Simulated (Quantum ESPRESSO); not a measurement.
KF (Carobbiite):

```
CELL_PARAMETERS angstrom
0.00000 2.67185 2.67185
2.67185 0.00000 2.67185
2.67185 2.67185 0.00000
ATOMIC_POSITIONS crystal
K 0.00000 0.00000 0.00000
F 0.50000 0.50000 0.50000
```

Program: Quantum ESPRESSO 7.5. Alike in all runs: task band structure; no spin polarisation; cell as given; k mesh 9 × 9 × 9; smearing fermi-dirac 0.05 eV.

Order these runs on this cell by their pressure, lowest first.
A. level LDA; potentials or basis GBRV 1.5 LDA; cutoff (eV) 612; form of the LDA correlation PZ81
B. level PBEsol; potentials or basis GBRV 1.5 PBEsol; cutoff (eV) 612
C. level PBE; potentials or basis SSSP 1.3 efficiency PBE; cutoff (eV) 816

A (-3.8 GPa), B (-0.9 GPa), C (1.3 GPa).
